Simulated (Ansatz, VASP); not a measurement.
CdTe: VASP beside Ansatz

The input INCAR:

```
SYSTEM = CdTe
ALGO = Normal ; EDIFF = 1E-6
ENCUT = 520 ; GGA = PE
ISIF = 2 ; ISMEAR = -1
LASPH = .True. ; LCHARG = .False.
LREAL = .False. ; LWAVE = .False.
NBANDS = 16 ; NELM = 80
PREC = Accurate ; SIGMA = 0.05
```

Contents of KPOINTS:

```
k-points
0
Gamma
  11 11 11
  0 0 0
```

File POSCAR:

```
CdTe
1.0
    0.0000000000      2.9994189574      2.9994189574
    2.9994189574      0.0000000000      2.9994189574
    2.9994189574      2.9994189574      0.0000000000
Cd Te
1 1
Direct
    0.0000000000      0.0000000000      0.0000000000
    0.5000000000      0.5000000000      0.5000000000
```

Input for Ansatz:

```yaml
crystal:
  lattice:
    - [0.0, 2.9994189574, 2.9994189574]
    - [2.9994189574, 0.0, 2.9994189574]
    - [2.9994189574, 2.9994189574, 0.0]
  atoms:
    - { symbol: Cd, position: [0.0, 0.0, 0.0] }
    - { symbol: Te, position: [0.5, 0.5, 0.5] }
kpoints:
  mp_grid: { grid: [11, 11, 11] }
scf:
  occupations: { method: fermi_dirac, width: 0.05 }
hamiltonian:
  xc: pbe
  pseudopotentials: { kind: all_electron, lapw: { basis_error: 0.001 } }
output:
  forces: true
  stress: true
  eigenvalues: true
  populations: true
```

Change from the starting cell: volume scaled by 0.94, LAPW.

Alike in both runs: task single point; functional PBE; k mesh 11 × 11 × 11; occupations fermi-dirac, width 0.05 eV; no spin polarisation.

|  | VASP | Ansatz |
| --- | --- | --- |
| version | VASP 6.6.1 | Ansatz 0.2.0 |
| potentials or method | VASP PAW PBE potentials, release 64 (Cd, Te) | all-electron LAPW, scalar-relativistic |
| plane-wave cutoff (eV) | 520 | see its input |

```tsv
	VASP	Ansatz	Ansatz less VASP
pressure (GPa)	3.6	3.4	-0.20
```

Ansatz ran all-electron here, so the differences hold the error of VASP's frozen core and of both bases.

Spin-orbit coupling is left out, which matters for the levels of Te.
